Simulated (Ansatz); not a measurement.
# Equation of state of BaS and its gap

A database entry relaxed whole under r2SCAN (Fm-3m):

```
Ba S
1.0
     0.00000    3.21284    3.21284
     3.21284    0.00000    3.21284
     3.21284    3.21284    0.00000
Ba S
1 1
Direct
  0.00000 0.00000 0.00000
  0.50000 0.50000 0.50000
```

The cell was scaled uniformly, its shape held, and the atoms relaxed at each volume with plane-wave PAW DFT (Ansatz 0.2.0; r2SCAN, 500 eV, 8×8×8 Γ-centred mesh, fermi-dirac occupations of width 0.020 eV; no spin, no spin-orbit coupling). One row is withheld.

| volume (Å³/atom) | energy over the lowest (meV/atom) | pressure (GPa) | gap over mesh and path (eV) |
| --- | --- | --- | --- |
| 31.174 | 18.4 | 3.15 | 2.484 |
| 31.838 | ? | ? | ? |
| 32.501 | 1.9 | 0.93 | 2.551 |
| 33.164 | 0.0 | -0.01 | 2.579 |
| 33.827 | 1.8 | -0.85 | 2.606 |
| 34.491 | 6.9 | -1.61 | 2.629 |
| 35.154 | 15.0 | -2.29 | 2.651 |

Question: Fit the pressures of the other rows to the third-order Birch-Murnaghan form.

Answer: With f = [(V₀/V)^(2/3) − 1]/2 and P = 3B₀f(1 + 2f)^(5/2)[1 + 3(B₀′ − 4)f/2], least squares gives V₀ = 33.16 Å³ an atom, B₀ = 44.5 GPa and B₀′ = 4.4; the rows miss the fit by less than 0.01 GPa. The slope of the energies differs from these pressures by less than 0.05 GPa.

Question: How does the gap move with volume?

Answer: A parabola in ln(V/V₀) through the other rows has the slope dE_g/d ln V = +1.4 eV at V₀, so by B₀ the gap moves by -31 meV a GPa: it narrows under pressure.

Question: What does the withheld row hold?

Answer: The fit gives 1.98 GPa at 31.838 Å³; the run gave 1.98 GPa and 7.9 meV an atom. Its gap is 2.519 eV, against 2.519 eV from the parabola.

Caveats: the shape of the cell was held; 0 K, fixed nuclei; the symmetry was kept, and this need not be the phase that is stable at 0 K; one mesh for all volumes; r2SCAN gaps lie as a rule under measured ones; the slope of the gap can be off by tens of per cent, more where shallow d levels or spin-orbit coupling act on the edges; pressure is positive in compression.
